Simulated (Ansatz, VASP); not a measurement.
# Two plane-wave programs on Ge

INCAR

```
ALGO = Fast
EDIFF = 1E-7
EDIFFG = -0.005
ENCUT = 980
GGA = PE
IBRION = 2
ISIF = 3
ISMEAR = -1
LASPH = T
LCHARG = F
LREAL = F
LWAVE = F
NELM = 60
NSW = 60
PREC = Accurate
SIGMA = 0.05
```

KPOINTS

```
k-points
0
Gamma
  8 8 8
```

POSCAR

```
Ge
1.0
    0.0000000000      2.8289100000      2.8289100000
    2.8289100000      0.0000000000      2.8289100000
    2.8289100000      2.8289100000      0.0000000000
Ge
2
Direct
    0.7500000000      0.7500000000      0.7500000000
    0.5000000000      0.5000000000      0.5000000000
```

The input input.yaml:

```yaml
crystal:
  lattice:
    - [0.0, 2.82891, 2.82891]
    - [2.82891, 0.0, 2.82891]
    - [2.82891, 2.82891, 0.0]
  atoms:
    - { symbol: Ge, position: [0.75, 0.75, 0.75] }
    - { symbol: Ge, position: [0.5, 0.5, 0.5] }
hamiltonian:
  xc: pbe
  pseudopotentials: { kind: paw }
kpoints:
  mp_grid: { grid: [8, 8, 8] }
scf:
  occupations: { method: fermi_dirac, width: 0.05 }
output:
  forces: true
  stress: true
  write_density: true
  write_potential: true
  elf: true
  volumetric_format: npy
relax:
  f_tol: 0.01
  max_steps: 40
  cell: { stress_tol: 0.05 }
```

Alike in both runs: task relaxation of cell and atoms; functional PBE; k mesh 8 × 8 × 8; occupations fermi-dirac, width 0.05 eV; no spin polarisation.

|  | VASP | Ansatz |
| --- | --- | --- |
| version | VASP 6.6.1 | Ansatz 0.2.0 |
| potentials or method | VASP PAW PBE potentials, release 64 (Ge_h) | Ansatz PAW |
| plane-wave cutoff (eV) | 980 | 420 |
| valence electrons in the cell | 28 | 28 |

|  | VASP | Ansatz | Ansatz less VASP |
| --- | --- | --- | --- |
| gap on the k mesh at the Fermi level, each at its own relaxed structure (eV) | none | none | - |
| relaxed volume (Å³/atom) | 23.94 | 23.91 | -0.033 |
| relaxed cell length with the largest relative difference (Å) | 4.076 | 4.074 | -0.0019 |
| energy change over the relaxation (meV/atom) | -15 | -14 | +0.9 |

A gap of «none» marks a metal or a gap that the smearing closes.

Caveats: this crystal is a semiconductor, whose small gap the functional closes, so the metal is an error of the method; the plane-wave basis is chosen anew once the cell has moved, so the energies of steps on either side of that aren't comparable (Ansatz). Zero-point motion and thermal expansion aren't in these numbers.
